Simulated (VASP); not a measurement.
# MoS2 in VASP: single point with LDA

Aim: the single point of MoS2 with LDA.

All numbers are computed with VASP 6.6.1; they aren't measurements. Logs are shortened: lines on timing, memory, paths and dates and some standing lists are left out, and cuts for length are marked.

## Step 1: The structure

The cell holds a sheet with vacuum, 9 atoms: a = 3.192 Å, b = 3.192 Å, c = 33.424 Å, α = 90.00°, β = 90.00°, γ = 120.00°.

The cell was built by a generator and needn't be a form met in nature.

## Step 2: Single point, LDA

INCAR reads:

```
SYSTEM = MoS2
PREC = Accurate
ENCUT = 520
EDIFF = 1E-6
ISMEAR = -1
SIGMA = 0.05
LREAL = .False.
LASPH = .True.
NELM = 80
ALGO = Fast
ISIF = 2
LWAVE = .False.
LCHARG = .False.
NBANDS = 49
```

KPOINTS reads:

```
regular mesh
0
Gamma
  12 12 1
  0 0 0
```

POSCAR reads:

```
MoS2
1.0
    3.1916000000      0.0000000000      0.0000000000
   -1.5958000000      2.7640070000      0.0000000000
    0.0000000000      0.0000000000     33.4240000000
S Mo
6 3
Direct
    0.6666670000      0.3333340000      0.2724090000
    0.6666670000      0.3333340000      0.3653960000
    0.3333330000      0.6666670000      0.4535870000
    0.3333330000      0.6666670000      0.5464130000
    0.6666670000      0.3333340000      0.6346040000
    0.6666670000      0.3333340000      0.7275910000
    0.3333330000      0.6666670000      0.3189240000
    0.6666670000      0.3333340000      0.5000000000
    0.3333330000      0.6666670000      0.6810760000
```

Potentials or basis: VASP PAW LDA potentials, release 64 (S, Mo_sv).

Launch:

```sh
$ cat potpaw_LDA.64/S/POTCAR potpaw_LDA.64/Mo_sv/POTCAR > POTCAR
$ mpirun -np 1 vasp_std > vasp.out
```

OUTCAR:

```text
SYSTEM = MoS2
   PREC = Accurate
   ENCUT = 520
   EDIFF = 1E-6
   ISMEAR = -1
   LREAL = .False.
   LASPH = .True.
   NELM = 80
   ISIF = 2

 ion  position               nearest neighbor table
   1  0.667  0.333  0.272-   7 2.41   7 2.41   7 2.41
   2  0.667  0.333  0.365-   7 2.41   7 2.41   7 2.41
   3  0.333  0.667  0.454-   8 2.41   8 2.41   8 2.41
   4  0.333  0.667  0.546-   8 2.41   8 2.41   8 2.41
   5  0.667  0.333  0.635-   9 2.41   9 2.41   9 2.41
   6  0.667  0.333  0.728-   9 2.41   9 2.41   9 2.41
   7  0.333  0.667  0.319-   2 2.41   2 2.41   2 2.41   1 2.41   1 2.41   1 2.41
   8  0.667  0.333  0.500-   3 2.41   4 2.41   3 2.41   4 2.41   3 2.41   4 2.41
   9  0.333  0.667  0.681-   5 2.41   5 2.41   5 2.41   6 2.41   6 2.41   6 2.41

  LATTYP: Found a hexagonal cell.
 ALAT       =     3.1916000000
 C/A-ratio  =    10.4724902870

  Lattice vectors:

 A1 = (   3.1916000000,   0.0000000000,   0.0000000000)
 A2 = (  -1.5958000000,   2.7640070000,   0.0000000000)
 A3 = (   0.0000000000,   0.0000000000,  33.4240000000)

Analysis of symmetry for initial positions (statically):
=====================================================================
 Subroutine PRICEL returns:
 Original cell was already a primitive cell.

 Routine SETGRP: Setting up the symmetry group for a
 hexagonal supercell.

 Subroutine GETGRP returns: Found 12 space group operations
 (whereof 12 operations were pure point group operations)
 out of a pool of 24 trial point group operations.

The static configuration has the point symmetry D_3h.

Analysis of symmetry for dynamics (positions and initial velocities):
=====================================================================
 Subroutine PRICEL returns:
 Original cell was already a primitive cell.

 Routine SETGRP: Setting up the symmetry group for a
 hexagonal supercell.

 Subroutine GETGRP returns: Found 12 space group operations
 (whereof 12 operations were pure point group operations)
 out of a pool of 24 trial point group operations.

The dynamic configuration has the point symmetry D_3h.

 Subroutine INISYM returns: Found 12 space group operations
 (whereof 12 operations are pure point group operations),
 and found     1 'primitive' translations

----------------------------------------------------------------------------------------
[... 107 lines left out ...]
   ISIF   =      2    stress and relaxation
   ISYM   =      2    0-nonsym 1-usesym 2-fastsym
   POTIM  = 0.5000    time-step for ionic-motion
   TEBEG  =    0.0;   TEEND  =   0.0 temperature during run
   PSTRESS=    0.0 pullay stress
   NELECT =      78.0000    total number of electrons
   NUPDOWN=      -1.0000    fix difference up-down
   EMIN   =  10.00;   EMAX   =-10.00  energy-range for DOS
   EFERMI =   0.00;   METHOD = LEGACY
   ISMEAR =    -1;   SIGMA  =   0.05  broadening in eV -4-tet -1-fermi 0-gaus
   EFERMI_NEDOS =   21; number of points for ismear=-14 and -15
   IALGO  =     68    algorithm
   IMIX   =      4    mixing-type and parameters
     AMIX     =   0.40;   BMIX     =  1.00
     AMIX_MAG =   1.60;   BMIX_MAG =  1.00
  volume/ion in A,a.u.               =      32.76       221.09
  Fermi-wavevector in a.u.,A,eV,Ry     =   1.050923  1.985957 15.026816  1.104440
  Thomas-Fermi vector in A             =   2.185946
   LORBIT       =      0    0 simple, 1 ext, 2 COOP (PROOUT), +10 PAW based schemes
   GGA     = CA    functional components
   LHFCALC =     F    Hartree Fock is set to
   AEXX    =    0.0000 exact exchange contribution
   IVDW    =     0    specifies the selected vdW correction
   LEPSILON=     F    determine dielectric tensor
   LRPA    =     F    only Hartree local field effects (RPA)
 non-spin polarized calculation
 RMM-DIIS sequential band-by-band and
  energy-cutoff  :      520.00
  volume of cell :      294.85
 maximum number of plane-waves:      7998
 NGX is ok and might be reduce to    24
   NGX = 11   NGY = 11   NGZ =125

 number of electron      77.9999997 magnetization

 Free energy of the ion-electron system (eV)
  ---------------------------------------------------
  ext. energy  EPLUGINS =         0.00000000
  ---------------------------------------------------
  free energy    TOTEN  =       -73.16457896 eV

  energy without entropy =      -73.16457241  energy(sigma->0) =      -73.16457568

 E-fermi :   1.9360     XC(G=0):  -6.3945

 val. band max:        1.5461993756   @ k =   0.0000   0.0000   0.0000
 cond. band min:       2.4288158789   @ k =   0.3333   0.3333   0.0000
 fundamental gap:      0.8826165033
 Fermi energy:         1.9359866470

 k-point     1 :       0.0000    0.0000    0.0000
  band No.  band energies     occupation
      1     -59.6724      2.00000
      2     -59.6693      2.00000
      3     -59.6693      2.00000
      4     -34.0099      2.00000
      5     -34.0067      2.00000
      6     -34.0067      2.00000
[... 977 lines left out ...]
     48       4.3573      0.00000
     49       5.6243      0.00000

------------------------ aborting loop because EDIFF is reached ----------------------------------------

  FORCE on cell =-STRESS in cart. coord.  units (eV):
  Direction    XX          YY          ZZ          XY          YZ          ZX
  --------------------------------------------------------------------------------------
  -------------------------------------------------------------------------------------
  Total       -7.3887348     -7.3887365     -4.1807690      0.0000000      0.0000000      0.0000000
  in kB      -40.1489918    -40.1490011    -22.7175104      0.0000000      0.0000000      0.0000000
  external PRESSURE =     -34.3385011 kB  Pullay stress =       0.0000000 kB

 VOLUME and BASIS-vectors are now :
 -----------------------------------------------------------------------------
  energy-cutoff  :      520.00
  volume of cell :      294.85
      direct lattice vectors                 reciprocal lattice vectors
     3.191600000  0.000000000  0.000000000     0.313322471  0.180896792  0.000000000
    -1.595800000  2.764007000  0.000000000     0.000000000  0.361793584  0.000000000
     0.000000000  0.000000000 33.424000000     0.000000000  0.000000000  0.029918621

 POSITION                                       TOTAL-FORCE (eV/Angst)
 -----------------------------------------------------------------------------------
      1.59580      0.92134      9.10500         0.000000      0.000000      0.483643
      1.59580      0.92134     12.21300         0.000000      0.000000     -0.400858
     -0.00000      1.84267     15.16069         0.000000     -0.000000      0.364417
     -0.00000      1.84267     18.26331         0.000000      0.000000     -0.364417
      1.59580      0.92134     21.21100         0.000000      0.000000      0.400858
      1.59580      0.92134     24.31900         0.000000      0.000000     -0.483643
     -0.00000      1.84267     10.65972        -0.000000     -0.000000     -0.064739
      1.59580      0.92134     16.71200         0.000000     -0.000000      0.000000
     -0.00000      1.84267     22.76428        -0.000000     -0.000000      0.064739
 -----------------------------------------------------------------------------------
    total drift:                                0.007288     -0.011125      0.000000

  FREE ENERGIE OF THE ION-ELECTRON SYSTEM (eV)
  ---------------------------------------------------
  free  energy   TOTEN  =       -73.1645789585 eV

  energy  without entropy=      -73.1645724097  energy(sigma->0) =      -73.16457568
```

stdout:

```text
POSCAR found type information on POSCAR S Mo
 POSCAR found :  2 types and       9 ions
 scaLAPACK will be used
 LDA part: xc-table for (Slater(with rela. corr.)+CA(PZ))
 , standard interpolation
 POSCAR, INCAR and KPOINTS ok, starting setup
 FFT: planning ... GRIDC
 FFT: planning ... GRID_SOFT
 FFT: planning ... GRID
 WAVECAR not read
 entering main loop
```

Run time: 4.9 min. Hardware: 1 thread of Intel Xeon Platinum 8488C (Sapphire Rapids), shared host; peak memory 0.41 GiB.

What came out:

| Quantity | Value |
| --- | --- |
| Free energy | -73.1646 eV |
| Largest force | 0.484 eV/Å |
| Band gap on the k mesh | 0.88 eV, indirect (least direct gap 1.58 eV) |

Forces on the atoms (eV/Å):
```
S    0.000  0.000  0.484
S    0.000  0.000 -0.401
S    0.000  0.000  0.364
S    0.000  0.000 -0.364
S    0.000  0.000  0.401
S    0.000  0.000 -0.484
Mo   0.000  0.000 -0.065
Mo   0.000  0.000  0.000
Mo   0.000  0.000  0.065
```
